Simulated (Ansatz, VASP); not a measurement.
**PtS2: VASP beside Ansatz**

Aim: how closely do two programs agree when they are given the same cell, functional and k mesh? Of the first pair: The structure shown is the start of the Ansatz relaxation below; VASP solves that cell, so the two are compared at the walk's first step.

Method: plane waves, with VASP 6.6.1 beside it; single point at PBEsol, in Ansatz 0.2.0.

## Step 1: The structure

The cell holds 3 atoms: 1 Pt and 2 S. Cell: a = 3.500 Å, b = 3.500 Å, c = 29.688 Å, α = 90.0°, β = 90.0°, γ = 120.0°. Vacuum lies along c. The height across the vacuum is the one that the program set for its solve, not the one typed.

## Step 2: Ansatz: relaxation, PBEsol

Ansatz runs on its default PAW (the set named soft_2) files.

The two programs are compared at the cell with which this relaxation starts, whose forces are those of its first step.

input.yaml

```yaml
crystal:
  lattice:
    - [3.5, 0.0, 0.0]
    - [-1.75, 3.0310889132, 0.0]
    - [0.0, 0.0, 18.9439202888]
  atoms:
    - { symbol: Pt, position: [0.0, 0.0, 0.5] }
    - { symbol: S, position: [0.3333333333, 0.6666666667, 0.5777009258] }
    - { symbol: S, position: [0.6666666667, 0.3333333333, 0.4222990742] }
  periodic: [true, true, false]
kpoints:
  mp_grid: { grid: [9, 9, 1] }
hamiltonian:
  xc: pbesol
scf:
  occupations: { method: fermi_dirac, width: 0.02 }
relax:
  f_tol: 0.01
  max_steps: 80
  cell: {}
```

Started as:

```bash
$ ansatz run input.yaml --threads 4 --pin off --max-ram 14745MiB --backend cpu --events-out ev --progress --plain --runs-dir out
```

Numbers of over 12 decimals in the logs are rounded to 6 here.

The program printed:

```text
Warning: crystal.periodic: the lattice vector that does not repeat stood 0.000° off the slab's normal, 18.944 Å along it as the deck builds it. The run solves the slab on a vector along the normal, 29.688 Å long, with every atom where it was (on the deck's vector they left 16.00 Å outside them, and the widest stretch free of ions among them is 1.47 Å). A fractional position that the run reports is one of the run's ce [...]
crystal.periodic: the lattice vector that does not repeat stood 0.000° off the slab's normal, 18.944 Å along it as the deck builds it. The run solves the slab on a vector along the normal, 29.688 Å long, with every atom where it was (on the deck's vector they left 16.00 Å outside them, and the widest stretch free of ions among them is 1.47 Å). A fractional position that the run reports is one of the run's cell, which [...]
Engine: ansatz 0.2.0, aarch64-unknown-linux-gnu
Pseudopotentials: kind: paw
Pseudopotential: Pt, paw, valence charge 18, recommended cutoff 420 eV (normal), Pt.paw.azcp
Pseudopotential: S, paw, valence charge 6, recommended cutoff 420 eV (normal), S.paw.azcp
Functional definition: PBEsol
  exchange = pbesol_x
  correlation = pbesol_c
Crystal: 3 atoms, lattice volume = 314.953 Å³
Basis set: ecut = 420 eV, 6129 PW (Γ), exchange–correlation on 48×48×400 points (8 copies of the dense FFT grid, shifted against one another)
Bands: 19, of which v1, the nominal top of the filled ones, is band 15 counted from 1 (14 counted from 0)
Symmetry: 12 space group operations
Space group: P-3m1 (ITA 164), of the structure as read, at distance tolerance 6.8e-5 Å
k-points: 12 of 81
Non-local potential: Pt, projectors of the file, l = 0: 3, l = 1: 2, l = 2: 2, l = 3: 1
Non-local potential: S, projectors of the file, l = 0: 2, l = 1: 2, l = 2: 2
PAW form: soft (Blöchl's): semilocal exchange-correlation on the pseudo side does not see the compensation charge
PAW frozen core: Pt, regenerated for the run's functional, and the local potential with it (the file was generated under x = pbe(κ = 0.804, μ = 0.219515), c = pbe(β = 0.066725))
PAW frozen core: S, regenerated for the run's functional, and the local potential with it (the file was generated under x = pbe(κ = 0.804, μ = 0.219515), c = pbe(β = 0.066725))
PAW one-centre angular grid: Pt, 590 points (default); XC on 64 Gauss nodes
PAW one-centre angular grid: S, 110 points (default); XC on 64 Gauss nodes
Initial density: superposition of atomic densities (neutral atoms: chi_scale 0, normalization atom), corrected by the library's trained network
Initial wavefunctions: pseudopotential atomic-orbital guess
Functional: x = pbesol(κ = 0.804, μ = 0.123457), c = pbesol(β = 0.046)
SCF iter   1: F=—  HF=-14154.170066 eV  |F-HF|=—  |Δ(HF+E_count)|=         —  Δρ=1.83e-3  dr2=2.28e-2  ethr=1.77e-3  ⟨swp⟩=14.4  Hψ=2072  notcnv=0
[...]
preconditioner: auto → none  [insulator: Δε(μ)=1.843 eV  Ē_g=9.345 eV  σ=0.020 eV  W_gap=1.00  n_scr=16 (ndim 8)  ℏωp=9.8 eV  f_vac=0.789  D(μ)=0.00/eV (n_scr^D=0)  ε∞_Penn≈2.1]
SCF iter   2: F=—  HF=-14154.805091 eV  |F-HF|=—  |Δ(HF+E_count)|=   7.98e-3  Δρ=4.23e-3  dr2=8.06e-2  ethr=2.86e-4  ⟨swp⟩=3.2  Hψ=450  notcnv=0
SCF iter   3: F=—  HF=-14154.794917 eV  |F-HF|=—  |Δ(HF+E_count)|=   1.02e-2  Δρ=2.48e-3  dr2=2.31e-2  ethr=2.69e-4  ⟨swp⟩=3.2  Hψ=519  notcnv=0
SCF iter   4: F=—  HF=-14154.791305 eV  |F-HF|=—  |Δ(HF+E_count)|=   3.61e-3  Δρ=1.18e-3  dr2=4.66e-3  ethr=7.69e-5  ⟨swp⟩=2.6  Hψ=396  notcnv=0
SCF iter   5: F=—  HF=-14154.790641 eV  |F-HF|=—  |Δ(HF+E_count)|=   6.64e-4  Δρ=1.82e-4  dr2=8.54e-5  ethr=1.55e-5  ⟨swp⟩=3.2  Hψ=462  notcnv=0
SCF iter   6: F=—  HF=-14154.790555 eV  |F-HF|=—  |Δ(HF+E_count)|=   8.55e-5  Δρ=6.89e-5  dr2=8.27e-6  ethr=2.85e-7  ⟨swp⟩=3.3  Hψ=514  notcnv=0
SCF iter   7: F=—  HF=-14154.790554 eV  |F-HF|=—  |Δ(HF+E_count)|=   9.78e-7  Δρ=1.83e-5  dr2=1.21e-6  ethr=2.76e-8  ⟨swp⟩=3.2  Hψ=508  notcnv=0
SCF iter   8: F=-14154.790554 eV  HF=-14154.790554 eV  |F-HF|=2.02e-8  |Δ(HF+E_count)|=   3.37e-7  Δρ=4.91e-6  dr2=3.63e-8  ethr=1.00e-9  ⟨swp⟩=7.6  Hψ=1181  notcnv=0
SCF 2 converged in 8 iterations: F = -14154.790554 eV  dr2 = 3.63e-8
relax step   2: F+E_penalty+E_count = -14154.79055410 eV  Δ(F+E_penalty+E_count) = -6.242e-1 eV  max|allowed force component| = 4.383e-1 eV/Å  Δτ_max = 0.1949 Å  P = +0.160 N/m  Ω = 313.107 Å³  energy of the carried Pulay correction = +4.338e-5 eV  fix = [c, alpha, beta]  reactions: c +0.000 N/m  (8 SCF iters, dr2 threshold 3.00e-7 eV, accepted)
[...]
relax step   3: F+E_penalty+E_count = -14154.81713564 eV  Δ(F+E_penalty+E_count) = -2.658e-2 eV  max|allowed force component| = 8.771e-2 eV/Å  Δτ_max = 0.0617 Å  P = +0.546 N/m  Ω = 319.869 Å³  energy of the carried Pulay correction = -1.144e-4 eV  fix = [c, alpha, beta]  reactions: c +0.000 N/m  (6 SCF iters, dr2 threshold 3.00e-7 eV, accepted)
[...]
relax step   4: F+E_penalty+E_count = -14154.81811103 eV  Δ(F+E_penalty+E_count) = -9.754e-4 eV  max|allowed force component| = 3.399e-3 eV/Å  Δτ_max = 0.0017 Å  P = -0.021 N/m  Ω = 321.459 Å³  energy of the carried Pulay correction = -1.510e-4 eV  fix = [c, alpha, beta]  reactions: c -0.000 N/m  (5 SCF iters, dr2 threshold 3.00e-7 eV, accepted)
[...]
relax step   5: F+E_penalty+E_count = -14154.81830071 eV  Δ(F+E_penalty+E_count) = -1.897e-4 eV  max|allowed force component| = 3.467e-3 eV/Å  Δτ_max = 0.0000 Å  P = -0.017 N/m  Ω = 321.459 Å³  fix = [c, alpha, beta]  reactions: c -0.000 N/m  stress off target by 1.73e-2 N/m on what of the cell is left free  SCF on the basis re-selected at this cell (its energy is not comparable with the rows above)  (6 SCF iters)
basis re-selected at this cell: Δ(F+E_penalty+E_count) = -1.897e-4 eV, ΔP = +0.003 N/m vs the last step (what re-selecting the basis moved, of the pressure what is left beyond the Pulay correction that the steps carried, after the strain that the cell walked since its last selection, with what the two solves' SCF thresholds leave and, on support functions, any second-order correction that the steps lacked; it is no m [...]
SCF converged after 6 iterations
Free energy (F): -14154.818301 eV
Harris-Foulkes:  -14154.818301 eV  (|F-HF|=5.77e-9)
Internal energy: -14154.818301 eV  (E = F + TS)
E sigma→0 (E₀):  -14154.818301 eV
Fermi energy:    -5.475496 eV
--- Per-component energies (eV) ---
  E_band       = -810.874701
  E_kinetic    = 850.372652
  E_local      = -50294.682486  (includes V_loc(G=0)·N_el)
  E_nonlocal   = 258.607284
  E_hartree    = 24575.981817
  E_xc         = -452.278045
  E_vxc        = -476.710087  (∫ρ·V_xc dr)
  E_paw        = -10484.042726  (= ΣΔE_a)
  E_vpaw       = -300.425910  (= ΣTr[D̂ρ^β])
  E_aug_tail   = 0.000180  (compensation charges beyond the density's cutoff)
  E_ewald      = 21390.812144
  E_core_change = 0.410880  (= ΣΔE_core)
  E_smearing   = -0.000000  (= −TS)
  E_closure    = 0.000000  (closes the sum)
  Σ components = -14154.818301   (vs F -14154.818301, Δ=0.00e0)
--- Forces (eV/Å), atoms counted from 1 ---
  atom   1  Pt    -0.00000000     0.00000000     0.00000000
  atom   2  S     -0.00000000    -0.00000000    -0.00346678
  atom   3  S      0.00000000     0.00000000     0.00346678
  max |Σ_I F_I| component: 6.94e-18 eV/Å
--- 2D stress c σ (N/m, compression-positive) ---
       -0.017273      -0.000000       0.000000
       -0.000000      -0.017273       0.000000
        0.000000       0.000000      -0.000000
  P = ½ c Tr σ = -0.0173 N/m
--- Relaxed structure (4 steps of the walk, 4 accepted, 1 SCFs on fresh bases) ---
  F+E_penalty+E_count = -14154.81830071 eV   max|allowed force component| = 3.467e-3 eV/Å   (the final SCF, on the basis selected at the relaxed cell)
  cell:  # Å, volume = 321.4592 Å³
    - [3.535968, 0.0, 0]
    - [-1.767984, 3.062238, 0]
    - [0, 0, 29.687841]
  atoms:
    - { symbol: Pt, position: [0, 0, 0.319052] }
    - { symbol: S, position: [0.333333, 0.666667, 0.360043] }
    - { symbol: S, position: [0.666667, 0.333333, 0.278061] }
```

## Step 3: VASP: single point, PBEsol, start cell, pair 1

The same cell, functional, mesh and smearing now go to VASP, with its own data sets.

Lines of VASP's logs that name or quote its potential files are left out, and so is its time.

INCAR

```
SYSTEM = PtS2
PREC = Accurate
ENCUT = 400
EDIFF = 1E-06
NELM = 120
ISMEAR = -1
SIGMA = 0.02
LREAL = .FALSE.
ALGO = Normal
GGA = PS
NBANDS = 17
LASPH = .TRUE.
LORBIT = 11
LWAVE = .FALSE.
LCHARG = .FALSE.
ISIF = 2
LDIPOL = .TRUE.
IDIPOL = 3
DIPOL = 0.5 0.5 0.319
LVHAR = .TRUE.
GGA_COMPAT = .FALSE.
EFERMI = MIDGAP
NELMDL = -8
```

POSCAR

```
PtS2
1.0
    3.5000000000      0.0000000000      0.0000000000
   -1.7500000000      3.0310890000      0.0000000000
    0.0000000000      0.0000000000     29.6878410000
Pt S
1 2
Direct
    0.0000000000      0.0000000000      0.3190518300
    0.3333333333      0.6666666667      0.3686330710
    0.6666666667      0.3333333333      0.2694705890
```

KPOINTS

```
Automatic mesh
0
Gamma
9 9 1
0 0 0
```

The projector-augmented-wave data sets are Pt and S (PBE family, release 64).

Started as:

```bash
$ mpirun -np 1 vasp_std
```

The program printed:

```text
[banner, memory and clock lines left out]
running    1 mpi-ranks, on    1 nodes
 distrk:  each k-point on    1 cores,    1 groups
 distr:  one band on    1 cores,    1 groups

 POSCAR found type information on POSCAR PtS
 POSCAR found :  2 types and       3 ions
|                                                                             |
|               ----> ADVICE to this user running VASP <----                  |
|                                                                             |
|     You enforced a specific xc type in the INCAR file but a different       |
|     [... a line on the potential file left out ...]
|     I HOPE YOU KNOW WHAT YOU ARE DOING!                                     |
|                                                                             |

 LDA part: xc-table for (Slater+PW92), standard interpolation
 POSCAR, INCAR and KPOINTS ok, starting setup
 FFT: planning ... GRIDC
 FFT: planning ... GRID_SOFT
 FFT: planning ... GRID
 WAVECAR not read
 entering main loop
       N       E                     dE             d eps       ncg     rms          rms(c)
DAV:   1     0.158332756230E+03    0.15833E+03   -0.62195E+03   408   0.752E+02
DAV:   2     0.109678966992E+01   -0.15724E+03   -0.14822E+03   658   0.154E+02
DAV:   3    -0.172048447219E+02   -0.18302E+02   -0.18143E+02   497   0.682E+01
DAV:   4    -0.175652756385E+02   -0.36043E+00   -0.35980E+00   589   0.114E+01
DAV:   5    -0.175731539967E+02   -0.78784E-02   -0.78754E-02   567   0.163E+00
DAV:   6    -0.175734279163E+02   -0.27392E-03   -0.27391E-03   566   0.293E-01
DAV:   7    -0.175734404654E+02   -0.12549E-04   -0.12549E-04   591   0.587E-02
DAV:   8    -0.175734411938E+02   -0.72838E-06   -0.72834E-06   567   0.131E-02    0.142E+01
DAV:   9    -0.166765110437E+02    0.89693E+00   -0.68178E+00   484   0.245E+01    0.972E+00
DAV:  10    -0.163385452520E+02    0.33797E+00   -0.20143E+00   479   0.147E+01    0.384E+00
DAV:  11    -0.162836743553E+02    0.54871E-01   -0.15991E-01   548   0.347E+00    0.955E-01
DAV:  12    -0.162776705930E+02    0.60038E-02   -0.24680E-02   524   0.141E+00    0.294E-01
DAV:  13    -0.162777938414E+02   -0.12325E-03   -0.28305E-03   548   0.352E-01    0.179E-01
DAV:  14    -0.162778318649E+02   -0.38024E-04   -0.24363E-04   523   0.151E-01    0.757E-02
DAV:  15    -0.162777945067E+02    0.37358E-04   -0.11664E-04   573   0.998E-02    0.275E-02
DAV:  16    -0.162777993670E+02   -0.48603E-05   -0.15179E-05   489   0.213E-02    0.106E-02
DAV:  17    -0.162778288889E+02   -0.29522E-04   -0.24901E-05   457   0.210E-02    0.228E-02
DAV:  18    -0.162778338077E+02   -0.49187E-05   -0.29411E-06   491   0.115E-02    0.649E-03
DAV:  19    -0.162778499894E+02   -0.16182E-04   -0.12856E-06   398   0.585E-03    0.549E-03
DAV:  20    -0.162778593395E+02   -0.93501E-05   -0.54309E-07   417   0.444E-03    0.281E-03
DAV:  21    -0.162778738740E+02   -0.14535E-04   -0.68039E-07   389   0.326E-03    0.114E-03
DAV:  22    -0.162778778306E+02   -0.39566E-05   -0.75098E-08   435   0.114E-03    0.826E-04
DAV:  23    -0.162778812609E+02   -0.34303E-05   -0.87025E-08   418   0.104E-03    0.393E-04
DAV:  24    -0.162778817312E+02   -0.47034E-06   -0.53089E-09   485   0.340E-04
   1 F= -.16277882E+02 E0= -.16277882E+02  d E =-.390487E-13
```

From OUTCAR (step 3):

```text
ion  position               nearest neighbor table
   1  0.000  0.000  0.319-   2 2.50   3 2.50   3 2.50   2 2.50   3 2.50   2 2.50
   2  0.333  0.667  0.369-   1 2.50   1 2.50   1 2.50
   3  0.667  0.333  0.269-   1 2.50   1 2.50   1 2.50

  LATTYP: Found a hexagonal cell.
 ALAT       =     3.5000000000
 C/A-ratio  =     8.4822402857

 Subroutine GETGRP returns: Found 12 space group operations
 (whereof  6 operations were pure point group operations)

The static configuration has the point symmetry C_3v.
 The point group associated with its full space group is D_3d.

 Found     12 irreducible k-points:

   k-points           NKPTS =     12   k-points in BZ     NKDIM =     12   number of bands    NBANDS=     17

   dimension x,y,z NGX =    24 NGY =   24 NGZ =  196
   dimension x,y,z NGXF=    48 NGYF=   48 NGZF=  392

   ENCUT  =  400.0 eV  29.40 Ry    5.42 a.u.   5.71  5.71 48.41*2*pi/ulx,y,z

   NELECT =      22.0000    total number of electrons

 k-points in reciprocal lattice and weights: Automatic mesh
   0.00000000  0.00000000  0.00000000       0.012
   0.11111111 -0.00000000  0.00000000       0.074
   0.22222222 -0.00000000  0.00000000       0.074
   0.33333333 -0.00000000  0.00000000       0.074
   0.44444444 -0.00000000  0.00000000       0.074
   0.11111111  0.11111111  0.00000000       0.074
   0.22222222  0.11111111  0.00000000       0.148
   0.33333333  0.11111111  0.00000000       0.148
   0.44444444  0.11111111  0.00000000       0.074
   0.22222222  0.22222222  0.00000000       0.074
   0.33333333  0.22222222  0.00000000       0.148
   0.33333333  0.33333333  0.00000000       0.025

 dipolmoment           0.000000      0.000000      0.000001 electrons x Angstroem

 average (electrostatic) potential at core
       1 -77.7978       2 -95.3005       3 -95.3005

 E-fermi :  -3.3927

 k-point     1 :       0.0000    0.0000    0.0000
  band No.  band energies     occupation
    ...
      7      -6.5279      2.00000
      8      -5.5101      2.00000
      9      -5.2502      2.00000
     10      -4.0248      2.00000
     11      -4.0248      2.00000
     12      -1.5624      0.00000
     13      -1.5624      0.00000
     14       0.8548      0.00000
     15       1.7762      0.00000
     16       2.0465      0.00000
    ...

 k-point     2 :       0.1111   -0.0000    0.0000
  band No.  band energies     occupation
    ...
      7      -6.6132      2.00000
      8      -5.7849      2.00000
      9      -5.0494      2.00000
     10      -4.1318      2.00000
     11      -3.9765      2.00000
     12      -2.1260      0.00000
     13      -1.6925      0.00000
     14       1.2843      0.00000
     15       1.9700      0.00000
     16       2.2602      0.00000
    ...

 k-point     3 :       0.2222   -0.0000    0.0000
  band No.  band energies     occupation
    ...
      7      -6.6749      2.00000
      8      -6.1328      2.00000
      9      -4.9565      2.00000
     10      -4.2945      2.00000
     11      -4.0532      2.00000
     12      -2.7016      0.00000
     13      -1.8648      0.00000
     14       2.0222      0.00000
     15       2.3689      0.00000
     16       2.6682      0.00000
    ...

  Total       -4.0989391     -4.0989393     -7.5294153      0.0000000      0.0000000      0.0000000
  in kB      -20.8514710    -20.8514722    -38.3024440      0.0000000      0.0000000      0.0000000
  external PRESSURE =     -26.6684624 kB  Pullay stress =       0.0000000 kB

  energy-cutoff  :      400.00
  volume of cell :      314.95
      direct lattice vectors                 reciprocal lattice vectors
     3.500000000  0.000000000  0.000000000     0.285714286  0.164957215  0.000000000
    -1.750000000  3.031089000  0.000000000     0.000000000  0.329914430  0.000000000
     0.000000000  0.000000000 29.687841000     0.000000000  0.000000000  0.033683824

 POSITION                                       TOTAL-FORCE (eV/Angst)
 -----------------------------------------------------------------------------------
      0.00000      0.00000      9.47196         0.000000      0.000000      0.000000
     -0.00000      2.02073     10.94392        -0.000000     -0.000000     -2.549507
      1.75000      1.01036      8.00000         0.000000      0.000000      2.549507
 -----------------------------------------------------------------------------------
    total drift:                                0.000000     -0.000000      0.000035

  FREE ENERGIE OF THE ION-ELECTRON SYSTEM (eV)
  ---------------------------------------------------
  free  energy   TOTEN  =       -16.2778817312 eV

  energy  without entropy=      -16.2778817312  energy(sigma->0) =      -16.27788173

 vacuum level on the upper side and lower side of the slab         2.083         2.083

 total charge
# of ion       s       p       d       tot
------------------------------------------
    1        0.615   0.601   7.893   9.110
    2        1.362   2.193   0.000   3.555
    3        1.362   2.193   0.000   3.555
--------------------------------------------------
tot          3.339   4.987   7.893  16.219

[... 3 further parts left out ...]
```

(Continued in part 2 of 2.)

[Lines on the potential files, build, host, timing and source positions are cut from VASP's logs without a mark.]

[Logs are printed without paths, hosts, clocks, repeated set-up lines and the standing remarks that a program may print on its own settings, such as how far it seeks lower states.]

[Hosts, paths, dates, database ids (printed as entryN), source tags and the programs' standing remarks are cut or masked in the printed files.]
